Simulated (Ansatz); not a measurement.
**Relaxation path: GaP (zincblende type)**

DFT, PBE, PAW with Ansatz's default frozen-core files, scalar-relativistic (Ansatz 0.2.0); a Γ-centred 13×13×13 k mesh, Fermi–Dirac smearing of 0.05 eV, no spin polarisation. The run relaxes cell and atoms at a target pressure of 19 GPa.

Command: `ansatz run input.yaml --threads 1 --pin off --max-ram 3584MiB --backend cpu --events-out ev --progress --plain --runs-dir out` It took 28 s on 1 thread of Intel(R) Xeon(R) Platinum 8488C (Sapphire Rapids), with other jobs on the host, peak memory 0.41 GiB.

PAW: frozen-core files, cutoff 420 eV; forces are relaxed below 0.005 eV/Å.

Each step lists its enthalpy F + pV a cell above the last geometry, the pressure, the cell vectors (Å), and Cartesian positions (Å) with forces (eV/Å).

The first step:

```
step 1  dH = 28.95 meV  P = 25.8 GPa
  cell 0.0000 2.5660 2.5660  2.5660 0.0000 2.5660  2.5660 2.5660 0.0000
  Ga 0.0000 0.0000 0.0000   0.0000 0.0000 0.0000
  P 1.2830 1.2830 1.2830   0.0000 0.0000 0.0000
```

Question: Where does the relaxation end, and by which steps?

Answer: After 4 geometries, with conventional a, b, c = 5.203, 5.203, 5.203 Å, at 17.608 Å³/atom (+4.21 % against the start) in space group F-43m, with a shortest distance of 2.253 Å. The further steps:
```
step 2  dH = 0.43 meV  P = 19.84 GPa
  cell 0.0000 2.5969 2.5969  2.5969 0.0000 2.5969  2.5969 2.5969 0.0000
  Ga 0.0000 0.0000 0.0000   0.0000 0.0000 0.0000
  P 1.2984 1.2984 1.2984   0.0000 0.0000 0.0000
step 3  dH = 0.00 meV  P = 19.05 GPa
  cell 0.0000 2.6013 2.6013  2.6013 0.0000 2.6013  2.6013 2.6013 0.0000
  Ga 0.0000 0.0000 0.0000   0.0000 0.0000 0.0000
  P 1.3006 1.3006 1.3006   0.0000 0.0000 0.0000
step 4  dH = 0.00 meV  P = 19.00 GPa
  cell 0.0000 2.6016 2.6016  2.6016 0.0000 2.6016  2.6016 2.6016 0.0000
  Ga 0.0000 0.0000 0.0000   0.0000 0.0000 0.0000
  P 1.3008 1.3008 1.3008   0.0000 0.0000 0.0000
step 5  dH = -0.56 meV  P = 19.02 GPa  (same geometry on a basis chosen anew; earlier energies don't compare to the last digit)
  cell 0.0000 2.6016 2.6016  2.6016 0.0000 2.6016  2.6016 2.6016 0.0000
  Ga 0.0000 0.0000 0.0000   0.0000 0.0000 0.0000
  P 1.3008 1.3008 1.3008   0.0000 0.0000 0.0000
```
